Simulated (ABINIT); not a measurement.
The system is MoS2, a slab with vacuum.

```
Mo S
1.0
     3.18413    0.00000    0.00000
    -1.59206    2.75753    0.00000
     0.00000    0.00000   17.33460
Mo S
1 2
Direct
  0.00000 0.00000 0.00000
  0.33333 0.66667 0.91051
  0.33333 0.66667 0.08949
```

| Property | Result |
| --- | --- |
| Program | ABINIT 10.8.3 (patched build) |
| Task | single point |
| Functional | PBE |
| Potentials or basis | JTH PAW PBE v2.0 |
| Cutoff | 544 eV |
| k mesh | 10 × 10 × 2 |
| Occupations | fermi-dirac, width 0.05 eV |
| Spin | no spin polarisation |

On this cell: largest force 0.221 eV/Å; band gap on the k mesh 1.74 eV, indirect (least direct gap 1.93 eV).

The same run follows on a disturbed copy (atoms moved at random, drawn with an rms of 0.05 Å):

```xyz
3
Lattice="3.1841 0.0000 0.0000 -1.5921 2.7575 0.0000 0.0000 0.0000 17.3346" Properties=species:S:1:pos:R:3 pbc="T T T"
Mo    0.0313   -0.0382   -0.0082
S     0.0027    1.8229   15.7841
S    -0.0186    1.8067    1.5519
```

What does the disturbed cell give?

The energy moves by +7.0 meV/atom; largest force 0.887 eV/Å; band gap on the k mesh 1.73 eV, indirect (least direct gap 1.91 eV).

Forces on the atoms (eV/Å):
```
Mo  -0.793  0.300  0.259
S    0.306 -0.219 -0.383
S    0.487 -0.081  0.124
```

A k mesh can miss the band edges.
